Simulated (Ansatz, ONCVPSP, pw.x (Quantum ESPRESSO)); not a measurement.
**pw.x on fcc W: one setting changed**

Potential: optimised norm-conserving Vanderbilt (ONCV), ONCVPSP 4.0.1.1 (patched build), PBE; core [Kr] 4d10 4f14, reference 5s2 5p6 5d4; waves: 5s: rc 1.90 bohr, ncon 4, nbas 8, qcut 8.3 1/bohr, 2 projectors, debl 2 Ha; 5p: rc 2.05 bohr, ncon 3, nbas 6, qcut 6 1/bohr, 1 projector; 5d: rc 2.80 bohr, ncon 5, nbas 10, qcut 5.2 1/bohr, 2 projectors, debl 3.3 Ha; local part: polynomial inside 1.55 bohr (lpopt 5, dvloc0 6 Ha); core correction: Teter function fitted to the true core (icmod 2), fcfact 0.65. In the s channel the program set the typed energies aside and used -3.497, 0.050 Ha.

The reference run (k-mesh 14³, cutoffs 55/220 Ry, Fermi–Dirac 0.01 Ry, mixing_beta 0.4, conv_thr 1e-9, no spin) gives -3.67 GPa at 16.478 Å³/atom, where all-electron LAPW gives -0.06 GPa. This run, with its own iteration cap, changes degauss to 0.02.

```
&control
  calculation='scf', prefix='x', pseudo_dir='./', outdir='./tmp', tstress=.true., disk_io='none'
/
&system
  ibrav=0, nat=1, ntyp=1, ecutwfc=55, ecutrho=220, nbnd=15,
  occupations='smearing', smearing='fd', degauss=0.02
/
&electrons
  conv_thr=1e-09, mixing_beta=0.4, electron_maxstep=60
/
ATOMIC_SPECIES
W 1.0 W.UPF
CELL_PARAMETERS angstrom
  0.00000000 2.01972156 2.01972156
  2.01972156 0.00000000 2.01972156
  2.01972156 2.01972156 0.00000000
ATOMIC_POSITIONS crystal
W 0.0000 0.0000 0.0000
K_POINTS automatic
14 14 14 0 0 0
```

```bash
pw.x < W.scf.in > W.scf.out
```

Task: How does the run end?

Result: It converges in 9 iterations; the free energy moves by -102.0 meV/atom and the pressure by +0.82 GPa. In a metal, with Fermi–Dirac smearing, F lies below its zero-width value by a term in the square of the width.

```
Message from routine setup:
     using ibrav=0 with symmetry is DISCOURAGED, use correct ibrav instead
     lattice parameter (alat)  =       5.3977  a.u.
     unit-cell volume          =     111.1991 (a.u.)^3
     number of electrons       =        14.00
     number of Kohn-Sham states=           15
     kinetic-energy cutoff     =      55.0000  Ry
     charge density cutoff     =     220.0000  Ry
     scf convergence threshold =      1.0E-09
     Exchange-correlation= PBE
     number of k points=   104  Fermi-Dirac smearing, width (Ry)=  0.0200
     iteration #  1     ecut=    55.00 Ry     beta= 0.40
     total energy              =    -162.55855041 Ry
     estimated scf accuracy    <       2.64817478 Ry
     iteration #  2     ecut=    55.00 Ry     beta= 0.40
     total energy              =    -162.49551653 Ry
     estimated scf accuracy    <       0.37879559 Ry
     iteration #  3     ecut=    55.00 Ry     beta= 0.40
     total energy              =    -162.57713939 Ry
     estimated scf accuracy    <       0.00403035 Ry
     iteration #  4     ecut=    55.00 Ry     beta= 0.40
     total energy              =    -162.57767365 Ry
     estimated scf accuracy    <       0.00170346 Ry
     iteration #  5     ecut=    55.00 Ry     beta= 0.40
     total energy              =    -162.57801679 Ry
     estimated scf accuracy    <       0.00003879 Ry
     iteration #  6     ecut=    55.00 Ry     beta= 0.40
     total energy              =    -162.57800990 Ry
     estimated scf accuracy    <       0.00001322 Ry
     iteration #  7     ecut=    55.00 Ry     beta= 0.40
     total energy              =    -162.57801246 Ry
     estimated scf accuracy    <       0.00000005 Ry
     iteration #  8     ecut=    55.00 Ry     beta= 0.40
     total energy              =    -162.57801245 Ry
     estimated scf accuracy    <       0.00000003 Ry
     iteration #  9     ecut=    55.00 Ry     beta= 0.40
     the Fermi energy is    21.1473 ev
!    total energy              =    -162.57801246 Ry
     estimated scf accuracy    <          1.1E-10 Ry
     smearing contrib. (-TS)   =      -0.01946253 Ry
     The total energy is F=E-TS. E is the sum of the following terms:
     one-electron contribution =     -17.26015901 Ry
     hartree contribution      =      16.83247193 Ry
     xc contribution           =     -44.40768345 Ry
     ewald contribution        =    -117.72317939 Ry
     convergence has been achieved in   9 iterations
          total   stress  (Ry/bohr**3)                   (kbar)     P=      -28.44
     Message from routine punch:
     Nothing written, as per user request (disk_io='none')
```

The run took about 22 s on one core of a shared host (Neoverse-N1, 64 threads, 124 GiB, load 61).
